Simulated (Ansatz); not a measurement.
BAs: the change of pressure with volume scale

Periodic Kohn-Sham DFT of a crystal at fixed atoms, scaled to volume_scale times the given cell; pressure positive in compression, energy less spherical unpolarised free atoms, largest_vzz the field gradient of largest size among the nuclei. The results are calculated, by Ansatz 0.2.0.

The cell before it is scaled or strained (space group F-43m, No. 216):
```
cell vectors (Å)
   0.0000     2.3885     2.3885
   2.3885     0.0000     2.3885
   2.3885     2.3885     0.0000
atoms (fractions of the cell vectors)
B   0.00000  0.00000  0.00000
As  0.75000  0.75000  0.75000
```

Settings of every row: method all-electron PAW; functional LDA; relativity scalar; k mesh 13x13x13; filling fermi-dirac; smearing width 0.05 eV; nucleus gaussian.

Atom start moment: 0 on all atoms.

```csv
row,volume scale,V (Å³/atom),pressure (GPa)
1,0.94,12.809,5.287
2,0.96,13.081,1.892
3,0.98,13.354,-1.167
4,0.99,13.49,-2.582
5,1,13.626,-3.924
6,1.01,13.762,-5.198
7,1.02,13.899,-6.407
8,1.04,14.171,-8.642
9,1.06,14.444,?
```

Question: what pressure should row 9 give?

Worked fit of pressure. Take u = (V_r/V)^(2/3) − 1 with V_r = 13.558 Å³ an atom, which is twice the finite (Eulerian) strain; such expansions in the strain, on which the Birch-Murnaghan equation of state is built, carry the rest volume and the bulk modulus. The shown rows have u = 0.03861, 0.02416, 0.01016, 0.00336, -0.00333, -0.00991, -0.01642, -0.02905. Least squares give pressure = −3.262 + 200.647 × u + 535.8 × u² GPa; a straight line predicts inner rows, each left out in turn, worse (root mean square 0.18 against 0.0045 GPa). The rows lie off it by 0.003, -0.006, 0.001, 0.000, 0.000, 0.000, 0.005, -0.003 (root mean square 0.0032 GPa). The pressure vanishes at u = 0.0156, or V = 13.25 Å³ an atom, and there the bulk modulus at fixed shape and fractions is B = −V dP/dV = (2/3)(1 + u) dP/du = 147 GPa. The withheld row has u = -0.04132, so the fit gives −3.262 + 200.647 × (-0.04132) + 535.8 × (-0.04132)² = -10.638 GPa.

The calculation gave -10.653 GPa. The fit lies 0.015 GPa (0.094 % of the column's range) above it; its largest miss of a shown row is 0.006 GPa. This row lies beyond the range of the fit.
